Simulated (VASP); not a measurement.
# Rh (Im-3m) in VASP: notebook

The runs below take Rh through single point, with PBE.

Program: VASP 6.6.1. These are calculated values, not measurements. Logs are shortened: lines on timing, memory, paths and dates and some standing lists are left out, and cuts for length are marked.

## (1) The structure

The structure is cubic, space group Im-3m (No. 229). Conventional cell: a = 3.016 Å, b = 3.016 Å, c = 3.016 Å, α = 90.00°, β = 90.00°, γ = 90.00°. Rh (site symmetry m-3m) is surrounded by 8 Rh at 2.61 Å.

The cell was built by a generator and needn't be a form met in nature.

## (2) Single point, PBE

INCAR

```
PREC = Accurate
ENCUT = 520
EDIFF = 1E-7
ISMEAR = 0
SIGMA = 0.05
LREAL = F
LASPH = T
NELM = 100
ALGO = Normal
ISIF = 2
LWAVE = F
LCHARG = F
GGA = PE
NBANDS = 14
```

KPOINTS

```
Automatic mesh
0
Gamma
  10 10 10
```

POSCAR

```
Rh
1.0
   -1.5080309994      1.5080309994      1.5080309994
    1.5080309994     -1.5080309994      1.5080309994
    1.5080309994      1.5080309994     -1.5080309994
Rh
1
Direct
    0.0000000000      0.0000000000      0.0000000000
```

Potentials or basis: VASP PAW PBE potentials, release 64 (Rh_pv).

Run with:

```sh
$ cat potpaw_PBE.64/Rh_pv/POTCAR > POTCAR
$ mpirun -np 1 vasp_std > vasp.out
```

OUTCAR:

```text
PREC = Accurate
   ENCUT = 520
   EDIFF = 1E-7
   ISMEAR = 0
   LREAL = F
   LASPH = T
   NELM = 100
   ISIF = 2
   GGA = PE

 ion  position               nearest neighbor table
   1  0.000  0.000  0.000-

  LATTYP: Found a body centered cubic cell.
 ALAT       =     3.0160619988

  Lattice vectors:

 A1 = (  -1.5080309994,   1.5080309994,   1.5080309994)
 A2 = (   1.5080309994,  -1.5080309994,   1.5080309994)
 A3 = (   1.5080309994,   1.5080309994,  -1.5080309994)

Analysis of symmetry for initial positions (statically):
=====================================================================
 Subroutine PRICEL returns:
 Original cell was already a primitive cell.

 Routine SETGRP: Setting up the symmetry group for a
 body centered cubic supercell.

 Subroutine GETGRP returns: Found 48 space group operations
 (whereof 48 operations were pure point group operations)
 out of a pool of 48 trial point group operations.

The static configuration has the point symmetry O_h .

Analysis of symmetry for dynamics (positions and initial velocities):
=====================================================================
 Subroutine PRICEL returns:
 Original cell was already a primitive cell.

 Routine SETGRP: Setting up the symmetry group for a
 body centered cubic supercell.

 Subroutine GETGRP returns: Found 48 space group operations
 (whereof 48 operations were pure point group operations)
 out of a pool of 48 trial point group operations.

The dynamic configuration has the point symmetry O_h .

 Subroutine INISYM returns: Found 48 space group operations
 (whereof 48 operations are pure point group operations),
 and found     1 'primitive' translations

----------------------------------------------------------------------------------------

                                     Primitive cell

  volume of cell :      13.7180

  direct lattice vectors                    reciprocal lattice vectors
    -1.508030999  1.508030999  1.508030999     0.000000000  0.331558171  0.331558171
     1.508030999 -1.508030999  1.508030999     0.331558171  0.000000000  0.331558171
     1.508030999  1.508030999 -1.508030999     0.331558171  0.331558171  0.000000000

  length of vectors
     2.611986310  2.611986310  2.611986310     0.468894062  0.468894062  0.468894062

  position of ions in fractional coordinates (direct lattice)
     0.000000000  0.000000000  0.000000000

  ion indices of the primitive-cell ions
[... 82 lines left out ...]
   POTIM  = 0.5000    time-step for ionic-motion
   TEBEG  =    0.0;   TEEND  =   0.0 temperature during run
   PSTRESS=    0.0 pullay stress
   NELECT =      15.0000    total number of electrons
   NUPDOWN=      -1.0000    fix difference up-down
   EMIN   =  10.00;   EMAX   =-10.00  energy-range for DOS
   EFERMI =   0.00;   METHOD = LEGACY
   ISMEAR =     0;   SIGMA  =   0.05  broadening in eV -4-tet -1-fermi 0-gaus
   EFERMI_NEDOS =   21; number of points for ismear=-14 and -15
   IALGO  =     38    algorithm
   IMIX   =      4    mixing-type and parameters
     AMIX     =   0.40;   BMIX     =  1.00
     AMIX_MAG =   1.60;   BMIX_MAG =  1.00
  volume/ion in A,a.u.               =      13.72        92.57
  Fermi-wavevector in a.u.,A,eV,Ry     =   1.686585  3.187184 38.702725  2.844570
  Thomas-Fermi vector in A             =   2.769224
   LORBIT       =      0    0 simple, 1 ext, 2 COOP (PROOUT), +10 PAW based schemes
   GGA     = PE    functional components
   LHFCALC =     F    Hartree Fock is set to
   AEXX    =    0.0000 exact exchange contribution
   IVDW    =     0    specifies the selected vdW correction
   LEPSILON=     F    determine dielectric tensor
   LRPA    =     F    only Hartree local field effects (RPA)
 non-spin polarized calculation
 Gauss-broadening in eV      SIGMA  =   0.05
  energy-cutoff  :      520.00
  volume of cell :       13.72
 maximum number of plane-waves:       382
   NGX =  9   NGY =  9   NGZ =  9

 number of electron      14.9999993 magnetization

 Free energy of the ion-electron system (eV)
  ---------------------------------------------------
  ext. energy  EPLUGINS =         0.00000000
  ---------------------------------------------------
  free energy    TOTEN  =        -6.88087645 eV

  energy without entropy =       -6.87730282  energy(sigma->0) =       -6.87908963

 E-fermi :  11.7718     XC(G=0): -14.0236

 val. band max:       11.7467714313   @ k =   0.3000   0.2000   0.2000
 cond. band min:      11.8049907781   @ k =  -0.4000   0.4000   0.4000
 fundamental gap:      0.0582193468
 Fermi energy:        11.7717581464

 k-point     1 :       0.0000    0.0000    0.0000
  band No.  band energies     occupation
      1     -34.2604      2.00000
      2     -34.2604      2.00000
      3     -34.2604      2.00000
      4       3.9791      2.00000
      5       8.7938      2.00000
      6       8.7938      2.00000
      7       8.7938      2.00000
      8      11.3146      2.00000
      9      11.3146      2.00000
     10      30.2839      0.00000
     11      30.2839      0.00000
     12      30.2839      0.00000
     13      32.8106      0.00000
     14      40.5694      0.00000
[... 377 lines left out ...]
      1     -34.7504      2.00000
      2     -34.4541      2.00000
      3     -34.3181      2.00000
      4       6.4417      2.00000
      5       8.0714      2.00000
      6       9.0765      2.00000
      7      10.5100      2.00000
      8      11.3938      2.00000
      9      12.1958      0.00000
     10      26.8070      0.00000
     11      28.8455      0.00000
     12      32.5450      0.00000
     13      32.8108      0.00000
     14      35.8254      0.00000

 [... further k-points ...]

------------------------ aborting loop because EDIFF is reached ----------------------------------------

  FORCE on cell =-STRESS in cart. coord.  units (eV):
  Direction    XX          YY          ZZ          XY          YZ          ZX
  --------------------------------------------------------------------------------------
  -------------------------------------------------------------------------------------
  Total        1.2191048      1.2191048      1.2191048     -0.0000000     -0.0000000     -0.0000000
  in kB      142.3838763    142.3838763    142.3838763     -0.0000000     -0.0000000     -0.0000000
  external PRESSURE =     142.3838763 kB  Pullay stress =       0.0000000 kB

 VOLUME and BASIS-vectors are now :
 -----------------------------------------------------------------------------
  energy-cutoff  :      520.00
  volume of cell :       13.72
      direct lattice vectors                 reciprocal lattice vectors
    -1.508030999  1.508030999  1.508030999     0.000000000  0.331558171  0.331558171
     1.508030999 -1.508030999  1.508030999     0.331558171  0.000000000  0.331558171
     1.508030999  1.508030999 -1.508030999     0.331558171  0.331558171  0.000000000

 POSITION                                       TOTAL-FORCE (eV/Angst)
 -----------------------------------------------------------------------------------
      0.00000      0.00000      0.00000        -0.000000      0.000000     -0.000000
 -----------------------------------------------------------------------------------
    total drift:                                0.000000     -0.000000      0.000000

  FREE ENERGIE OF THE ION-ELECTRON SYSTEM (eV)
  ---------------------------------------------------
  free  energy   TOTEN  =        -6.8808764509 eV

  energy  without entropy=       -6.8773028168  energy(sigma->0) =       -6.87908963
```

It took 7.7 s on 1 thread of Intel Xeon Platinum 8259CL at 2.50GHz (Skylake/Cascade Lake), shared host; peak memory 0.13 GiB.

Results:

| Item | Value |
| --- | --- |
| Free energy | -6.8809 eV |
| Pressure | 14.2 GPa |
| Band gap on the k mesh | none (metal or under the smearing width) |

## (3) Single point, PBE

This run uses another cell than the first one, of 14.47 Å³/atom, 1.055 times its volume.

INCAR

```
ALGO     = Normal         # electronic algorithm
EDIFF    = 1E-7           # SCF threshold, eV
ENCUT    = 520            # plane-wave cutoff, eV
GGA      = PE             # functional
ISIF     = 2              # what is computed and relaxed
ISMEAR   = 0              # smearing method
LASPH    = True           # aspherical terms in the spheres
LCHARG   = True           # write CHGCAR
LELF     = True           # ELF
LREAL    = False          # projectors in reciprocal space
LVHAR    = True         
LWAVE    = False          # write WAVECAR
NBANDS   = 14             # bands
NELM     = 100            # most SCF steps
PREC     = Accurate       # precision mode
SIGMA    = 0.05           # smearing width, eV
```

KPOINTS

```
k-points
0
Gamma
  10 10 10
```

POSCAR

```
Rh
1.0
   -1.5351900547      1.5351900547      1.5351900547
    1.5351900547     -1.5351900547      1.5351900547
    1.5351900547      1.5351900547     -1.5351900547
Rh
1
Direct
    0.0000000000      0.0000000000      0.0000000000
```

Potentials or basis: VASP PAW PBE potentials, release 64 (Rh_pv).

Run with:

```sh
$ cat potpaw_PBE.64/Rh_pv/POTCAR > POTCAR
$ mpirun -np 1 vasp_std > vasp.out
```

Wall time 7.4 s (1 thread of Intel Xeon Platinum 8259CL at 2.50GHz (Skylake/Cascade Lake), shared host); peak memory 0.12 GiB.

The run converged. Its results:

```
Free energy            : -6.9129 eV
Pressure               : -0.1 GPa
Band gap on the k mesh : none (metal or under the smearing width)
```

Levels at points of the mesh, in eV from the Fermi level:
| k point | band 6 | band 7 | band 8 | band 9 | band 10 | band 11 |
| --- | --- | --- | --- | --- | --- | --- |
| (0.00, 0.00, 0.00) | -2.74 | -2.74 | -0.41 | -0.41 | 18.43 | 18.43 |
| (0.50, 0.00, 0.00) | -0.48 | -0.09 | 1.35 | 1.53 | 9.01 | 14.56 |
| (0.50, 0.50, 0.50) | 1.05 | 1.05 | 1.05 | 9.32 | 9.32 | 9.32 |
